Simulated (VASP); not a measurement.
Set up this calculation in VASP 6.6.1, as the native input.

```
Task                   : relaxation of cell and atoms
Functional             : LDA
Potentials or basis    : VASP PAW LDA potentials, release 64 (Sb, S)
Cutoff                 : 600 eV
k mesh                 : 4 × 8 × 4
Occupations            : gaussian, width 0.03 eV
Spin                   : no spin polarisation
Further INCAR settings : ALGO = Normal; EDIFF = 1e-07; IBRION = 2; EDIFFG = -0.005; NSW = 90; ISIF = 3
```

The structure of Sb2S3 (Stibnite) lies in POSCAR:

```
Sb2S3                                   
1.0
   11.0360420762      0.0000000000      0.0000000000
    0.0000000000      3.8094817257      0.0000000000
    0.0000000000     -0.0000000000     10.7947160392
  Sb              S             
     8    12
Direct
     0.4792531156790151    0.2500000000000000    0.3254306913935782
     0.0207468843209848    0.7500000000000000    0.8254306913935779
     0.9792531156790151    0.2500000000000000    0.1745693086064218
     0.5207468843209849    0.7500000000000000    0.6745693086064221
     0.3434124431435344    0.7500000000000000    0.0321482750662426
     0.1565875568564656    0.2500000000000000    0.5321482750662424
     0.8434124431435343    0.7500000000000000    0.4678517249337573
     0.6565875568564657    0.2500000000000000    0.9678517249337576
     0.2871975191593025    0.2500000000000000    0.1931314405709850
     0.2128024808406976    0.7500000000000000    0.6931314405709850
     0.7871975191593023    0.2500000000000000    0.3068685594290150
     0.7128024808406977    0.7500000000000000    0.8068685594290150
     0.5497127096079092    0.7500000000000000    0.1272700512580824
     0.9502872903920908    0.2500000000000000    0.6272700512580822
     0.0497127096079088    0.7500000000000000    0.3727299487419176
     0.4502872903920911    0.2500000000000000    0.8727299487419178
     0.3739627228055142    0.7500000000000000    0.4420103161824362
     0.1260372771944858    0.2500000000000000    0.9420103161824362
     0.8739627228055142    0.7500000000000000    0.0579896838175637
     0.6260372771944858    0.2500000000000000    0.5579896838175638
```

One way to write it, as run:

INCAR

```
SYSTEM = Sb2S3
PREC = Accurate ; ENCUT = 600
EDIFF = 1E-7 ; ISMEAR = 0
SIGMA = 0.03 ; LREAL = .FALSE.
LASPH = .TRUE. ; NELM = 80
ALGO = Normal ; ISIF = 3
LWAVE = .FALSE. ; LCHARG = .FALSE.
IBRION = 2 ; NSW = 90
EDIFFG = -0.005 ; KPAR = 4
```

KPOINTS

```
regular mesh
0
G
  4 8 4
  0 0 0
```

Potentials or basis: VASP PAW LDA potentials, release 64 (Sb, S).

Run with:

```console
$ cat potpaw_LDA.64/Sb/POTCAR potpaw_LDA.64/S/POTCAR > POTCAR
$ mpirun -np 4 vasp_std > vasp.out
```

It gave:

```json
{
 "Relaxed volume": "22.68 Å³/atom",
 "Relaxed cell": "a = 11.022 Å, b = 3.812 Å, c = 10.795 Å, α = 90.00°, β = 90.00°, γ = 90.00°",
 "Space group after relaxing (to 0.05 Å)": "Pnma (No. 62)",
 "Energy gained by relaxing": "0.0 meV/atom",
 "Ionic steps": "13",
 "Pressure after relaxing": "0.0 GPa",
 "Largest force after relaxing": "0.004 eV/Å",
 "Band gap on the k mesh": "1.07 eV, direct"
}
```

Caveat: spin-orbit coupling is left out, which moves the levels of the heavy elements.

Wall time 44 min on 4 MPI ranks on Intel(R) Xeon(R) Platinum 8559C (Emerald Rapids), on a shared host, peak memory 1.2 GiB a rank.
